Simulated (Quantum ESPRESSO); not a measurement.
FeO (Wuestite) in Quantum ESPRESSO: the effect of target pressure

Crystal: FeO (Wuestite).

```
Fe O
1.0
     1.51882    0.87689    2.51958
    -1.51882    0.87689    2.51958
     0.00000   -1.75378    2.51958
Fe O
1 1
Cartesian
  0.0000 0.0000 0.0000
  0.0000 0.0000 3.7794
```

Alike in all runs:

| Item | Value |
| --- | --- |
| Program | Quantum ESPRESSO 7.5 |
| Task | relaxation of cell and atoms |
| Functional | PBEsol |
| Potentials or basis | GBRV 1.5 PBEsol |
| Cutoff | 871 eV |
| Density cutoff | 7007 eV |
| k mesh | 9 × 9 × 9 |
| Occupations | fermi-dirac, width 0.05 eV |
| Spin | collinear spin, ferromagnetic start |
| Starting moments | [3.0, 0.0] μB |

Each run relaxes the cell or the atoms first.

```tsv
target pressure	relaxed volume (Å³/atom)	moment (μB)
0 GPa	9.57	4.00
2 GPa	9.48	4.00
5 GPa	?	?
10 GPa	9.16	3.99
20 GPa	8.79	3.91
```

Problem. What does the run with target pressure 5 GPa give?

Solution. Relaxed volume 9.36 Å³/atom; moment 4.00 μB.

Worked out: In Murnaghan's law V^(-B') rises as a straight line in P. The other rows fit best with B' = 2.0, V0 = 9.57 Å³/atom and B0 = 216 GPa, which gives 9.36 Å³/atom at 5 GPa, against the run's 9.36. A parabola through the other rows of the moment, of slope -0.000922 μB per GPa there, gives 4.00 μB, against the run's 4.00.

Caveats: a cell with one magnetic atom can't hold antiferromagnetic order, which such compounds often take.
